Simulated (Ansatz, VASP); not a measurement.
**One calculation of Ti, two programs**

File INCAR:

```
SYSTEM = Ti
  PREC = Accurate
  ENCUT = 520
  EDIFF = 1E-6
  ISMEAR = 0
  SIGMA = 0.1
  LREAL = .False.
  LASPH = .True.
  NELM = 60
  ALGO = Normal
  ISIF = 2
  LWAVE = .False.
  LCHARG = .True.
  GGA = PE
  LELF = .True.
  LVHAR = .True.
  NBANDS = 12
```

Contents of KPOINTS:

```
Automatic mesh
0
Gamma
  18 18 18
  0 0 0
```

POSCAR

```
Ti
1.0
    0.0000000000      1.9923881151      1.9923881151
    1.9923881151      0.0000000000      1.9923881151
    1.9923881151      1.9923881151      0.0000000000
Ti
1
Direct
    0.0000000000      0.0000000000      0.0000000000
```

Input for Ansatz:

```yaml
crystal:
  lattice:
    - [0.0, 1.9923881151, 1.9923881151]
    - [1.9923881151, 0.0, 1.9923881151]
    - [1.9923881151, 1.9923881151, 0.0]
  atoms:
    - { symbol: Ti, position: [0.0, 0.0, 0.0] }
basis:
  ecutwfc: 420
kpoints:
  mp_grid: { grid: [18, 18, 18] }
hamiltonian:
  xc: pbe
scf:
  occupations: { method: gaussian, width: 0.1 }
output:
  forces: true
  stress: true
  eigenvalues: true
```

Alike in both runs: task single point; functional PBE; k mesh 18 × 18 × 18; occupations gaussian, width 0.1 eV; no spin polarisation.

|  | VASP | Ansatz |
| --- | --- | --- |
| version | VASP 6.6.1 | Ansatz 0.2.0 |
| potentials or method | VASP PAW PBE potentials, release 64 (Ti_sv) | scalar-relativistic, plane waves, PAW |
| plane-wave cutoff (eV) | 520 | 420 |
| valence electrons in the cell | 12 | 12 |

```csv
,VASP,Ansatz,Ansatz less VASP
gap on the k mesh at the Fermi level (eV),none,none,-
pressure (GPa),11.4,11.9,+0.43
```

A gap of «none» marks a metal or a gap that the smearing closes. With one functional, cell and mesh, what is left measures potentials, basis and numerics.
